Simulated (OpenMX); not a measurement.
Crystal: MnO.

```
CELL_PARAMETERS angstrom
0.00000 2.22200 2.22200
2.22200 0.00000 2.22200
2.22200 2.22200 0.00000
ATOMIC_POSITIONS crystal
Mn 0.00000 0.00000 0.00000
O 0.50000 0.50000 0.50000
```

Base run:

```yaml
Program: OpenMX 3.8.5
Functional: PBE
Potentials_or_basis: OpenMX 2013 PBE set, Mn6.0-s3p2d2, O6.0-s2p2d1, grid cutoff 400 Ry
k_mesh: 7 × 7 × 7
Occupations: fermi-dirac, width 0.05 eV
Spin: collinear spin, ferromagnetic start
Starting_moments: "[4.0, 0.0] μB"
Hubbard_terms: Mn U = 0 eV
```

Its results: band gap on the k mesh none (metal or under the smearing width); net moment 4.73 μB per cell; site moments Mn +4.50; O +0.23 μB.

The run is repeated on the same cell with these changes: hubbard terms from Mn U = 0 eV to Mn U = 2 eV. What comes out?

Band gap on the k mesh 0.21 eV, indirect (least direct gap 2.53 eV); net moment 5.00 μB per cell; site moments Mn +4.81; O +0.19 μB.

Caveats: the basis of atomic orbitals isn't converged, which shifts pressures, moduli and gaps; a cell with one magnetic atom can't hold antiferromagnetic order, which such compounds often take; U acts on the first radial function of the shell alone, so its value doesn't carry over to other programs (some runs); an odd mesh through Γ misses points on the zone boundary, where band edges often lie (some runs).
